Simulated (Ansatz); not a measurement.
This PbS structure is the end of a relaxation. The cell was found from a structure generator's guess, not taken from experiment.

All numbers below come from DFT PBE, scalar-relativistic, plane waves, PAW (Ansatz). Cutoff 420 eV, Γ-centred mesh, Gaussian smearing, no spin polarisation.

```yaml
crystal:
  lattice:
    - [-1.93405, 1.93405, 7.28066]
    - [1.93405, -1.93405, 7.28066]
    - [1.93405, 1.93405, -7.28066]
  atoms:
    - { symbol: Pb, position: [0.04171, 0.04171, 0.00000] }
    - { symbol: Pb, position: [0.79171, 0.29171, 0.50000] }
    - { symbol: S, position: [0.45829, 0.45829, 0.00000] }
    - { symbol: S, position: [0.20829, 0.70829, 0.50000] }
```

The zero of energy is the elements' standard structures at the same level; no fitted shifts are applied.

(1) Find its symmetry and describe it.

(2) How far does it lie from the elements in energy?

(3) Is it a metal?

(4) From what recipe could a structure generator have reached it?

Results:

(1) I4_1md (No. 109). Conventional cell: a = 3.868 Å, c = 14.561 Å. Around Pb lie 6 S at 2.99–3.10 Å; S has 6 Pb at 2.99–3.10 Å.

(2) −0.420 eV/atom. It lies below the elements, which doesn't yet make it stable against other compounds or structures.

(3) No, the gap on the 10×10×10 mesh is 0.75 eV.

(4) One such recipe: 6-connected net, two elements alternating (I4_1md, No. 109). Other recipes can lead to the same cell.

The last run used a 10×10×10 mesh for its 4-atom cell and Gaussian smearing of 0.02 eV. These runs have no spin–orbit coupling, which can matter for Pb. Kohn–Sham gaps at this level usually fall short of measured ones. The missing spin–orbit coupling can work the other way here. The reference form of S is held partly by dispersion forces, which this level lacks. Symmetry constrained the relaxation, so the result can be a saddle point.
